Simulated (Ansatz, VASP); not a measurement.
# Two plane-wave programs on B

```
CELL_PARAMETERS angstrom
1.78756 0.00000 0.00000
-0.89378 1.54807 0.00000
0.00000 0.00000 3.81719
ATOMIC_POSITIONS crystal
B 0.00000 0.00000 0.00000
```

Change from the starting cell: strain +0.050 along x and y, +0.050 along z, atoms carried along.

Alike in both runs: task single point; functional PBE; dispersion D3(BJ); k mesh 33 × 33 × 14; occupations gaussian, width 0.15 eV; no spin polarisation.

```csv
,VASP,Ansatz
version,VASP 6.6.1,Ansatz 0.2.0
potentials or method,"VASP PAW PBE potentials, release 64 (B)","scalar-relativistic, plane waves, PAW"
plane-wave cutoff (eV),520,420
valence electrons in the cell,3,3
```

```tsv
	VASP	Ansatz	Ansatz less VASP
gap on the k mesh at the Fermi level (eV)	none	none	-
pressure (GPa)	-20.8	-20.7	+0.11
largest component of the traceless stress (GPa)	18.75	18.71	-0.040
```

A gap of «none» marks a metal or a gap that the smearing closes.

Caveats: so large a pressure means that the cell lies far from this level's equilibrium, or that cutoff or potentials fall short (VASP); pairwise dispersion overbinds metals, which lowers pressure and volume.
